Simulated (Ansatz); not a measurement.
The system is Sn.

```
Sn
1.0
     0.00000    3.23334    3.23334
     3.23334    0.00000    3.23334
     3.23334    3.23334    0.00000
Sn
2
Direct
  0.75000 0.75000 0.75000
  0.50000 0.50000 0.50000
```

This isn't the form of Sn at room conditions, which is tetragonal (white tin).

Base run:

```yaml
Program: Ansatz 0.2.0
Functional: PBEsol
Potentials_or_basis: all-electron LAPW, scalar-relativistic
Cutoff: 257 eV (chosen from the basis error)
Basis_error_allowed: 0.001 eV/atom
k_mesh: 7 × 7 × 7
Occupations: fermi-dirac, width 0.05 eV
Spin: no spin polarisation
```

Its results: pressure 1.5 GPa.

**Question.** The run is repeated on the same cell with these changes: potentials or basis from all-electron LAPW, scalar-relativistic to all-electron LAPW, non-relativistic. What comes out?

**Answer.** Pressure 2.3 GPa.

Caveats: relativity is left out, which matters for the heavier elements (some runs).
